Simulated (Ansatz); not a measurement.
# BaTe: how the free axis answers a strain

BaTe, Fm-3m, a = 7.067 Å. Ansatz: PBE, PAW, 420 eV, Γ-centred 6×6×4 mesh on 4 atoms, Gaussian smearing 0.02 eV; no spin polarisation. Series: biaxial strain in the a-b plane, c and atoms relaxed; x is the strain in per cent. The axes a, b, c are those of the computed cell (4.997, 4.997, 7.067 Å), along [1 1 0], [-1 1 0], [0 0 1] of the cell named above. y is the change of c in per cent of 7.067 Å.

```
x (%) y (%)
 -4.5      ?
 -3.0   0.83
 -1.5   0.40
  0.0   0.00
  1.5  -0.46
  3.0  -0.87
  4.5  -1.28
```

**Question.** Fit y = c1 x + c2 x² to the other rows, say what c1 measures, and predict the missing y.

**Answer.** Least squares on the rows shown. y = −0.2814 x − 0.001331 x². With no stress along c, c1 = −2C12/C11 = -0.281. At x = -4.5 the fit asked for gives 1.24 %. The run gave 1.29 %, so the fit is 0.05 % too low, 1.9 % of the span of the series, against an rms of 0.02 % on the fitted rows. The row lies outside the fitted range. With a term in x³ added, a fit to the same known rows predicts 1.17 %, further off still.